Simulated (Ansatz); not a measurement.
# Computed properties of Ca

```
CELL_PARAMETERS angstrom
0.00000 2.79420 2.79420
2.79420 0.00000 2.79420
2.79420 2.79420 0.00000
ATOMIC_POSITIONS crystal
Ca 0.00000 0.00000 0.00000
```

The cell is a measured one (Crystallography Open Database entry 9011033); the temperature and pressure of the measurement aren't taken into account, and nothing was relaxed.

Method: DFT, PBE, all-electron LAPW, scalar-relativistic in Ansatz 0.2.0.

The runs use a Γ-centred 11×11×11 k mesh, Fermi–Dirac smearing of 0.05 eV, basis error target 1 meV/atom, no spin polarisation.

```json
{"Density of states at the Fermi level (0.2 eV bin)": "1.24 states/eV per cell", "Volume per atom": "43.63 Å³"}
```

Predict this quantity. Pressure at this cell.

-5.6 kbar.

Band gap: what does the calculation give?

None at this level of theory (metallic, semimetallic, or a small gap that the functional closes).
